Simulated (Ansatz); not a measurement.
# AlNi: pressure up to the limit of the methods

How does AlNi (WC type) answer strong compression? Methods of the runs shown: PAW.

Method: DFT PBE, with the methods named in each step, in Ansatz 0.2.0.

## 1. The structure to begin with

It takes space group P-6m2 (No. 187, hexagonal). Conventional cell: a = 3.202 Å, b = 3.202 Å, c = 3.138 Å, α = 90.00°, β = 90.00°, γ = 120.00°. Around Ni (site symmetry -6m2) lie 6 Al at 2.42 Å. Al (site symmetry -6m2) is surrounded by 6 Ni at 2.42 Å.

Coordinates:

```xyz
2
Lattice="3.2016 0.0000 0.0000 -1.6008 2.7727 0.0000 0.0000 0.0000 3.1376" Properties=species:S:1:pos:R:3 pbc="T T T"
Ni    0.0000    0.0000    0.0000
Al    0.0000    1.8485    1.5688
```

Whether this phase is the stable one at these pressures isn't tested.

Atoms are numbered in the order of the input: Ni1, Al2.

## 2. Cell relaxed at zero pressure, PAW

input.yaml

```yaml
crystal:
  lattice:
    - [3.2016262683, 0.0, 0.0]
    - [-1.6008131342, 2.7726896818, 0.0]
    - [0.0, 0.0, 3.137593743]
  atoms:
    - { symbol: Ni, position: [0.0, 0.0, 0.0] }
    - { symbol: Al, position: [0.3333333333, 0.6666666667, 0.5] }
kpoints:
  mp_grid: { grid: [15, 15, 13] }
scf:
  occupations: { method: fermi_dirac, width: 0.08 }
hamiltonian:
  xc: pbe
  pseudopotentials: { kind: paw }
output:
  forces: true
  stress: true
  write_density: true
  write_potential: true
  elf: true
  volumetric_format: npy
relax:
  f_tol: 0.005
  max_steps: 40
  cell: {}
```

On the command line:

```console
$ ansatz run input.yaml --threads 1 --pin off --max-ram 2048MiB --backend cpu --events-out ev --progress --plain --runs-dir out
```

The runs that follow: Volume scaled by 1, PAW; Shape and atoms relaxed at 0.94 of the volume, PAW; Volume scaled by 0.94, PAW; Volume scaled by 0.94, PAW (source ansatz); Shape and atoms relaxed at 0.88 of the volume, PAW; Volume scaled by 0.88, PAW; Volume scaled by 0.88, PAW (partial_waves polarizable); Shape and atoms relaxed at 0.8 of the volume, PAW; Volume scaled by 0.8, PAW; Volume scaled by 0.8, PAW (cutoff 300 eV); Shape and atoms relaxed at 0.72 of the volume, PAW; Volume scaled by 0.72, PAW; Volume scaled by 0.72, PAW (core large); Shape and atoms relaxed at 0.64 of the volume, PAW; Volume scaled by 0.64, PAW; Shape and atoms relaxed at 0.55 of the volume, PAW; Volume scaled by 0.55, PAW; Volume scaled by 0.55, PAW (cutoff 1000 eV).

What does the calculation give? Wanted: PAW pressure at 0.55 of the volume; fitted bulk modulus at zero pressure.

As calculated:

| quantity | value |
| --- | --- |
| PAW pressure at 0.55 of the volume | 310.8 GPa |
| PAW (cutoff 1000 eV) pressure at 0.55 of the volume | 310.7 GPa |
| fitted bulk modulus at zero pressure (PAW) | 146 GPa |
| its pressure derivative | 4.21 |

**Reading.** By PAW the pressure climbs to 311 GPa at 0.55 of the first volume. One third-order Birch-Murnaghan curve follows these points (B₀ = 146 GPa, B′ = 4.21, misfit at most 0.71 GPa). A fit over so wide a range leans to the high pressures, so B₀ can be off by several per cent. No all-electron run checks these rows here, and frozen cores can fail under such compression. The ions are at rest, and the electrons smeared by 0.08 eV. Spin polarisation is left out here, though a magnetic state may lie well lower.
